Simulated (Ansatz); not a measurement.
SiO₂: a ladder of calculations

Cell of run 1: a computed structure from the Materials Project (it need not be an observed phase), atoms as given.

```
CELL_PARAMETERS angstrom
7.08175 0.00000 0.00000
0.00000 7.08175 0.00000
0.00000 0.00000 7.08175
ATOMIC_POSITIONS crystal
Si 0.97798 0.52202 0.47798
Si 0.52202 0.47798 0.97798
Si 0.47798 0.97798 0.52202
Si 0.02202 0.02202 0.02202
Si 0.71676 0.78324 0.21676
Si 0.78324 0.21676 0.71676
Si 0.21676 0.71676 0.78324
Si 0.28324 0.28324 0.28324
O 0.86084 0.33646 0.53936
O 0.36084 0.16354 0.46064
O 0.13916 0.83646 0.96064
O 0.16354 0.46064 0.36084
O 0.96064 0.13916 0.83646
O 0.46064 0.36084 0.16354
O 0.33646 0.53936 0.86084
O 0.53936 0.86084 0.33646
O 0.15244 0.15244 0.15244
O 0.34756 0.84756 0.65244
O 0.65244 0.34756 0.84756
O 0.84756 0.65244 0.34756
O 0.63916 0.66354 0.03936
O 0.03936 0.63916 0.66354
O 0.66354 0.03936 0.63916
O 0.83646 0.96064 0.13916
```

Sites (sets of like atoms) are named by element and the number of their first atom in this list.

Relaxed positions (PBE, cell held):

```
CELL_PARAMETERS angstrom
7.08175 0.00000 0.00000
0.00000 7.08175 0.00000
0.00000 0.00000 7.08175
ATOMIC_POSITIONS crystal
Si 0.97713 0.52287 0.47713
Si 0.52287 0.47713 0.97713
Si 0.47713 0.97713 0.52287
Si 0.02287 0.02287 0.02287
Si 0.71418 0.78582 0.21418
Si 0.78582 0.21418 0.71418
Si 0.21418 0.71418 0.78582
Si 0.28582 0.28582 0.28582
O 0.86072 0.33283 0.53261
O 0.36072 0.16717 0.46739
O 0.13928 0.83283 0.96739
O 0.16717 0.46739 0.36072
O 0.96739 0.13928 0.83283
O 0.46739 0.36072 0.16717
O 0.33283 0.53261 0.86072
O 0.53261 0.86072 0.33283
O 0.15419 0.15419 0.15419
O 0.34581 0.84581 0.65419
O 0.65419 0.34581 0.84581
O 0.84581 0.65419 0.34581
O 0.63928 0.66717 0.03261
O 0.03261 0.63928 0.66717
O 0.66717 0.03261 0.63928
O 0.83283 0.96739 0.13928
```

All runs are DFT with Ansatz 0.2.0 (plane waves and PAW, scalar-relativistic unless spin–orbit coupling is named, Γ-centred meshes, Fermi–Dirac smearing where given) in this cell.

Run 1: PBE, atoms as given; 420 eV, 3×3×3 k-points, smearing 0.02 eV.
Run 2: PBE, atoms relaxed; 420 eV, 3×3×3 k-points, smearing 0.02 eV.
Run 3: r2SCAN, at the relaxed atoms; 500 eV, 3×3×3 k-points, smearing 0.02 eV.

(1) What does each run give, and what moves the gradients most?

Results:

(1) 

| run | Si1 V_zz (η) | O9 V_zz (η) | O17 V_zz (η) |
| --- | --- | --- | --- |
| 1 | -0.27 (0.00) | 9.27 (0.18) | 10.22 (0.00) |
| 2 | -0.18 (0.00) | 9.42 (0.22) | 10.58 (0.00) |
| 3 | -0.17 (0.00) | 9.30 (0.22) | 10.45 (0.00) |

V_zz in 10²¹ V/m²; 3 of the 4 sets of like atoms are followed. Against run 1, the gradient tensors on these sites move by at most 0.36 in run 2 (O17), 0.24 in run 3 (O17). Taken one at a time, the positions of the atoms (as given or relaxed) move the tensors on these sites by up to 0.36 (largest principal value of the change, on O17), the functional (r2SCAN with its higher cutoff) by 0.13 (O9).

In runs 1, 3 the atoms aren't at the calculated equilibrium (largest force 0.29, 0.31 eV/Å).
